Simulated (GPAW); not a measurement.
Wanted: an ASE script for a GPAW 26.7.0 run.

- Task: single point
- Functional: r2SCAN
- Potentials or basis: GPAW PAW data sets (gpaw-data 1.2.1)
- Cutoff: 650 eV
- Basis: pw
- k mesh: 4 × 4 × 7
- Occupations: fermi-dirac, width 0.05 eV
- Spin: no spin polarisation
- Maxiter: 120
- Convergence: default

La2O3:

```xyz
5
Lattice="6.2668 0.0000 0.0000 -3.1334 5.4272 0.0000 0.0000 0.0000 3.2998" Properties=species:S:1:pos:R:3 pbc="T T T"
La    3.1334    1.8091    1.6499
La    0.0000    3.6181    1.6499
O     3.1836    0.0000    0.0000
O    -1.5918    2.7571    0.0000
O     1.5416    2.6701    0.0000
```

The cell comes from a database or a generator and needn't be the stable form of this composition.

One way to write it, as run:

run.py

```python
from ase.dft.bandgap import bandgap
from ase.io import write
from ase.spacegroup import crystal
from ase.units import GPa
from gpaw import GPAW, PW

# La 2d
# O 3f
atoms = crystal(['La', 'O'],
                basis=[[0.6666666667, 0.3333333333, 0.5],
                       [0.5080139899, 0.0, 0.0]],
                spacegroup=189, setting=1,  # P-62m
                cellpar=[6.26678028, 6.26678028, 3.299766, 90.0, 90.0, 120.0],
                primitive_cell=True)

calc = GPAW(mode=PW(650),
            xc='MGGA_X_R2SCAN+MGGA_C_R2SCAN',
            kpts={'size': (4, 4, 7), 'gamma': True},
            occupations={'name': 'fermi-dirac', 'width': 0.05},
            nbands=42,
            maxiter=120,
            txt='gpaw.txt')
atoms.calc = calc
energy = atoms.get_potential_energy()
forces = atoms.get_forces()
stress = atoms.get_stress()
calc.write('gs.gpw')
write('result.traj', atoms)
print(f'Energy: {energy:.6f} eV')
print('Forces (eV/A):')
print(forces.round(4))
print('Stress (GPa):', (stress / GPa).round(3))
print('Fermi level:', round(calc.get_fermi_level(), 4), 'eV')
print(f'Gap: {bandgap(calc)[0]:.4f} eV, direct: {bandgap(calc, direct=True)[0]:.4f} eV')
```

Potentials or basis: GPAW PAW data sets (gpaw-data 1.2.1), pw.

Run with:

```console
$ OMP_NUM_THREADS=1 python run.py
```

Results of the run:

| Property | Result |
| --- | --- |
| Pressure | 0.6 GPa |
| Largest force | 0.046 eV/Å |
| Band gap on the k mesh | 1.98 eV, indirect (least direct gap 2.40 eV) |

Caveat: the cutoff is short for stress and forces, so pressures can be off by a GPa or more; one-centre terms of the f shell are cut off; the PAW data sets were made with another functional, which shifts forces and pressure a little; spin-orbit coupling is left out, which moves the levels of the heavy elements; an odd mesh through Γ misses points on the zone boundary, where band edges often lie.

Wall time 2.9 min on 1 thread of Arm Neoverse V1, with other jobs on the host, peak memory 1 GiB.
